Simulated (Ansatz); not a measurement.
Geometry optimisation in Ansatz: input, command and trajectory.

```yaml
crystal:
  lattice:
    - [9.0, 0.0, 0.0]
    - [0.0, 9.3, 0.0]
    - [0.0, 0.0, 4.290780251]
  atoms:
    - { symbol: Ga, position: [0.5, 0.5, 0.0], spin: 0.5 }
    - { symbol: P, position: [0.5, 0.5, 0.465], spin: 0.5 }
basis:
  ecutwfc: 420
kpoints:
  mp_grid: { grid: [1, 1, 15] }
hamiltonian:
  xc: pbe
scf:
  occupations: { method: gaussian, width: 0.05 }
output:
  forces: true
  stress: true
  eigenvalues: true
  populations: true
  write_density: true
  write_potential: true
  elf: true
  volumetric_format: npy
magnetization:
  spin_polarized: true
relax:
  adjacent_minimum: "off"
  f_tol: 0.01
  max_steps: 45
  cell: { fix: [a, b, alpha, beta, gamma], stress_tol: 0.03 }
```

```bash
ansatz run input.yaml --threads 2 --pin off --max-ram 5120MiB --backend cpu --events-out ev --progress --plain --runs-dir out
```

The calculation used Ansatz 0.2.0, DFT PBE, scalar-relativistic, plane waves, PAW.

Of 5 frames 5 are shown, positions in Å and forces in eV/Å; the SCF threshold varies from step to step. Steps run on the plane waves of an earlier cell, with a Pulay correction in the pressure. The basis is chosen afresh for the last frame, the zero of the energies, and can be on the way; energy and pressure step there, also at an unchanged geometry.

```xyz
2
Lattice="9.0000 0.0000 0.0000 0.0000 9.3000 0.0000 0.0000 0.0000 4.2908" Properties=species:S:1:pos:R:3:forces:R:3 pbc="T T T" step=1 free_energy_over_end_meV_per_atom=152.85 pressure_GPa=0.73
Ga    4.5000    4.6500    0.0000    0.0000    0.0000   -3.7730
P     4.5000    4.6500    1.9952    0.0000    0.0000    3.7730
2
Lattice="9.0000 0.0000 0.0000 0.0000 9.3000 0.0000 0.0000 0.0000 4.3693" Properties=species:S:1:pos:R:3:forces:R:3 pbc="T T T" step=2 free_energy_over_end_meV_per_atom=10.75 pressure_GPa=0.10
Ga    4.5000    4.6500   -0.0532    0.0000    0.0000   -0.8880
P     4.5000    4.6500    2.0849    0.0000    0.0000    0.8880
2
Lattice="9.0000 0.0000 0.0000 0.0000 9.3000 0.0000 0.0000 0.0000 4.3886" Properties=species:S:1:pos:R:3:forces:R:3 pbc="T T T" step=3 free_energy_over_end_meV_per_atom=0.14 pressure_GPa=-0.01
Ga    4.5000    4.6500   -0.0770    0.0000    0.0000    0.0060
P     4.5000    4.6500    2.1177    0.0000    0.0000   -0.0060
2
Lattice="9.0000 0.0000 0.0000 0.0000 9.3000 0.0000 0.0000 0.0000 4.3848" Properties=species:S:1:pos:R:3:forces:R:3 pbc="T T T" step=4 free_energy_over_end_meV_per_atom=0.10 pressure_GPa=0.01
Ga    4.5000    4.6500   -0.0768    0.0000    0.0000    0.0010
P     4.5000    4.6500    2.1157    0.0000    0.0000   -0.0010
2
Lattice="9.0000 0.0000 0.0000 0.0000 9.3000 0.0000 0.0000 0.0000 4.3848" Properties=species:S:1:pos:R:3:forces:R:3 pbc="T T T" step=5 free_energy_over_end_meV_per_atom=0.00 pressure_GPa=0.01
Ga    4.5000    4.6500   -0.0768    0.0000    0.0000    0.0010
P     4.5000    4.6500    2.1157    0.0000    0.0000   -0.0010
```

It took 2.1 min on 2 threads of Intel(R) Xeon(R) Processor @ 2.50GHz (Skylake/Cascade Lake), on a shared host, peak memory 0.57 GiB.